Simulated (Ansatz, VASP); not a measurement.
**Two plane-wave programs on Ti2H7**

```
CELL_PARAMETERS angstrom
0.00000 2.92206 2.92206
2.92206 0.00000 2.92206
2.92206 2.92206 0.00000
ATOMIC_POSITIONS crystal
Ti 0.25000 0.25000 0.25000
Ti 0.75000 0.75000 0.75000
H 0.24062 0.75938 0.75938
H 0.75938 0.24062 0.24062
H 0.75938 0.24062 0.75938
H 0.24062 0.75938 0.24062
H 0.75938 0.75938 0.24062
H 0.24062 0.24062 0.75938
H 0.50000 0.50000 0.50000
```

Alike in both runs: functional PBE; k mesh 12 × 12 × 12; occupations gaussian, width 0.1 eV; no spin polarisation.

Ansatz relaxed the structure, and its values are those at the end. VASP's run is a single point on that final structure, the one shown.

|  | VASP | Ansatz |
| --- | --- | --- |
| version | VASP 6.6.1 | Ansatz 0.2.0 |
| potentials or method | VASP PAW PBE potentials, release 64 (Ti_sv, H) | scalar-relativistic, plane waves, PAW |
| plane-wave cutoff (eV) | 520 | 420 |
| valence electrons in the cell | 31 | 31 |

```csv
,VASP,Ansatz,Ansatz less VASP
gap on the k mesh at the Fermi level (eV),none,none,-
pressure (GPa),-0.2,0.0,+0.21
```

A gap of «none» marks a metal or a gap that the smearing closes.
